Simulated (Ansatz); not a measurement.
**Ta2N in Ansatz: the effect of functional**

Crystal: Ta2N.

```
Ta N
1.0
     3.13348    0.00000    0.00000
    -1.56674    2.71367    0.00000
     0.00000    0.00000    4.90209
Ta N
2 1
Direct
  0.33333 0.66667 0.25471
  0.66667 0.33333 0.74529
  0.00000 0.00000 0.00000
```

The cell comes from a database or a generator and needn't be the stable form of this composition.

The cell isn't the ideal one: volume scaled by 1.02.

Alike in all runs:

| Item | Value |
| --- | --- |
| Program | Ansatz 0.2.0 |
| Task | single point |
| Potentials or basis | Ansatz PAW |
| k mesh | 10 × 10 × 6 |
| Occupations | fermi-dirac, width 0.05 eV |
| Spin | no spin polarisation |

Q: One run gave: pressure -14.1 GPa; largest force 0.40 eV/Å. Which functional did it use?
A. PBEsol
B. LDA
C. r2SCAN

A: A.

```csv
functional,cutoff,pressure (GPa),largest force (eV/Å)
LDA,420 eV (not typed: the program's choice for these potentials),-19.3,0.55
PBEsol,420 eV (not typed: the program's choice for these potentials),-14.1,0.40
r2SCAN,500 eV (not typed: the program's choice for these potentials),-10.5,0.01
```

Caveats: the PAW data sets come from PBE, with cores solved anew for the run's functional, which leaves a small shift of forces and pressure.
